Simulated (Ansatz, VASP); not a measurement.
## Si in VASP and in Ansatz

```
Si
1.0
     3.84720    0.00000    0.00000
    -1.92360    3.33177    0.00000
     0.00000    0.00000   18.44470
Si
2
Direct
  0.33333 0.66667 0.26958
  0.66667 0.33333 0.24397
```

Alike in both runs: task single point; functional PBE; dispersion D3(BJ); k mesh 9 × 9 × 1; occupations gaussian, width 0.1 eV; no spin polarisation.

|  | VASP | Ansatz |
| --- | --- | --- |
| version | VASP 6.6.1 | Ansatz 0.2.0 |
| potentials or method | VASP PAW PBE potentials, release 64 (Si) | scalar-relativistic, plane waves, PAW |
| plane-wave cutoff (eV) | 520 | 420 |
| valence electrons in the cell | 8 | 8 |

VASP gave:

| Property | Result |
| --- | --- |
| gap on the k mesh at the Fermi level (eV) | none |
| work function, face that differs most (eV) | 4.51 |

**Question.** Estimate Ansatz's values.

**Answer.** gap on the k mesh at the Fermi level (eV): none; work function, face that differs most (eV): 4.59.

A gap of «none» marks a metal or a gap that the smearing closes.
